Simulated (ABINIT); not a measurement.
Runs of ABINIT 10.8.3 (patched build) on Se. The structure is trigonal, space group P3_121 (No. 152). Conventional cell: a = 4.366 Å, b = 4.366 Å, c = 4.954 Å, α = 90.00°, β = 90.00°, γ = 120.00°. Se (site symmetry 2) has 2 Se at 2.37 Å as nearest neighbours. 

```tsv
task	potentials or basis	cell	k mesh	cutoff (eV)	smearing	cutoff smearing ecutsm (Ha)	fine-grid cutoff	cell freedom (optcell)	optimiser (ionmov)	force stop (Ha/bohr)	gap on the mesh (eV)	pressure (GPa)	largest force (eV/Å)
positron lifetime	JTH PAW LDA v2.0	cell relaxed at zero pressure by an earlier run	5 × 5 × 4	408	fermi-dirac 0.05 eV	0.5	816.342 eV	-	-	-	0.74	0.0	-
relaxation of cell and atoms	JTH PAW LDA v2.0	relaxed	5 × 5 × 4	408	fermi-dirac 0.05 eV	0.5	816.342 eV	2	2	2e-05	0.74	0.0	-
elastic constants	JTH PAW LDA v2.0	cell relaxed at zero pressure by an earlier run	6 × 6 × 4, shifted	408	fixed	0.5	816.342 eV	-	-	-	-	0.0	0.03
single point	PseudoDojo NC SR LDA v0.4.1 standard	as given	5 × 5 × 4	1088	fermi-dirac 0.05 eV	-	-	-	-	-	(a)	-1.5	0.24
single point	JTH PAW LDA v2.0	cell relaxed	5 × 5 × 4	408	fermi-dirac 0.05 eV	-	816.342 eV	-	-	-	0.74	0.0	-
```

Alike in all rows: level LDA; no spin polarisation.

Question: Fill in the values left out.

Answer: (a) 1.11.

Caveats: an odd mesh through Γ misses points on the zone boundary, where band edges often lie (some runs); the PAW basis is incomplete for the positron (some runs).

A k mesh can miss the band edges, and the runs leave out spin-orbit coupling on Se.

The runs don't all hold the same shells in valence.

Runs at the PBE level aren't shown here.
